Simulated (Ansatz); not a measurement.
# Cs: element swaps in one structure

An exercise on one series of results from a longer session: the logs are not shown, and one member is left open.

Program: Ansatz 0.2.0. Level of theory: DFT PBE, scalar-relativistic, plane waves, PAW. These are calculated values, not measurements.

1 further run of the same task is left out (set aside as unsound or not needed).

## The structure to begin with

It takes space group C2/m (No. 12, monoclinic). The conventional cell has a = 6.053 Å, b = 8.830 Å, c = 5.338 Å, α = 90.00°, β = 124.25°, γ = 90.00°.

Cell or atoms stand a little off a more symmetric structure (Im-3m at a tolerance of 0.3 Å), so results at this geometry aren't those of that ideal crystal.

Structure file:

```xyz
1
Lattice="3.0233 -4.4150 -0.1447 3.0233 4.4150 -0.1447 -2.7902 0.0000 4.5506" Properties=species:S:1:pos:R:3 pbc="T T T"
Cs   -1.3951    0.0000    2.2753
```

It goes back to an entry of the Materials Project, which need not be the stable form.

This cell was relaxed beforehand with the same method: volume 117.92 Å³/atom, gap on the mesh none (metal).

Set-up of the first run:

Contents of input.yaml:

```yaml
crystal:
  lattice:
    - [2.80549603, -4.0969681337, -0.1342882276]
    - [2.80549603, 4.0969681337, -0.1342882276]
    - [-2.589161082, 0.0, 4.2227944914]
  atoms:
    - { symbol: Rb, position: [0.0, 0.0, 0.5] }
basis:
  ecutwfc: 420
kpoints:
  mp_grid: { grid: [4, 4, 4] }
hamiltonian:
  xc: pbe
scf:
  occupations: { method: gaussian, width: 0.1 }
output:
  forces: true
  stress: true
  eigenvalues: true
```

Steps of the session up to this table: Probe: one point at the start (Rb); The relaxation (Rb); Quick check of gap, pressure and forces (Ba); Full relaxation (Ba); Relaxation repeated (Ba).

One of the session's tables, all rows but one given; the rest of the session is left out.

Lengths are those of the vectors of the cell that was run:

| swap | volume (Å³/atom) | a (Å) | b (Å) | c (Å) |
| --- | --- | --- | --- | --- |
| none | 117.92 | 5.353 | 5.353 | 5.338 |
| Cs → K | 73.23 | 4.566 | 4.566 | 4.563 |
| Cs → Li | 20.33 | 2.978 | 2.978 | 2.977 |
| Cs → Na | 37.15 | 3.644 | 3.644 | 3.638 |
| Cs → Rb | 94.22 | 4.967 | 4.967 | 4.953 |
| Cs → Ba | ? | ? | ? | ? |

**Question.** Estimate the row for Cs → Ba.

The run gave: volume (Å³/atom): 63.39; a (Å): 4.351; b (Å): 4.351; c (Å): 4.351. In the column «volume (Å³/atom)» it lies between Cs → Na (37.15) and Cs → K (73.23).

Lengths are those of the computed cell. Rows of earlier swaps come from the sessions before.
